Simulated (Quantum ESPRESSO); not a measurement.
PtS2 in Quantum ESPRESSO: the effect of target pressure

The system is PtS2.

```
CELL_PARAMETERS angstrom
3.54320 0.00000 0.00000
-1.77160 3.06850 0.00000
0.00000 0.00000 5.03880
ATOMIC_POSITIONS crystal
Pt 0.00000 0.00000 0.00000
S 0.66667 0.33333 0.77300
S 0.33333 0.66667 0.22700
```

Alike in all runs:

```yaml
Program: Quantum ESPRESSO 7.5
Task: phonons
Functional: PBEsol
Potentials_or_basis: GBRV 1.5 PBEsol
Cutoff: 612 eV
Density_cutoff: 4898 eV
k_mesh: 6 × 6 × 4, shifted
Occupations: fermi-dirac, width 0.05 eV
Spin: no spin polarisation
```

Each run relaxes the cell or the atoms first.

```csv
target pressure,relaxed volume (Å³/atom),highest phonon frequency (cm⁻¹)
0 GPa,17.61,331
10 GPa,15.23,360
25 GPa,?,?
50 GPa,12.63,487
80 GPa,11.68,525
```

**Question.** What does the run with target pressure 25 GPa give?

**Answer.** Relaxed volume 13.86 Å³/atom; highest phonon frequency 416 cm⁻¹.

Worked out: A parabola through the other rows of the relaxed volume, of slope -0.0968 Å³/atom per GPa there, gives 14.16 Å³/atom, against the run's 13.86. A parabola through the other rows of the highest phonon frequency, of slope 3.15 cm⁻¹ per GPa there, gives 419 cm⁻¹, against the run's 416.

Caveats: the layers were relaxed without a dispersion term, so their spacing and the soft interlayer modes are unreliable; the mesh is thin for the phonons of a metal (some runs); the volume moved by over 15 % at a fixed basis, so the end points are rough (some runs); the cell is more than 3 GPa from zero pressure, which shifts response properties (some runs).

Runs at the PBE level aren't shown here.
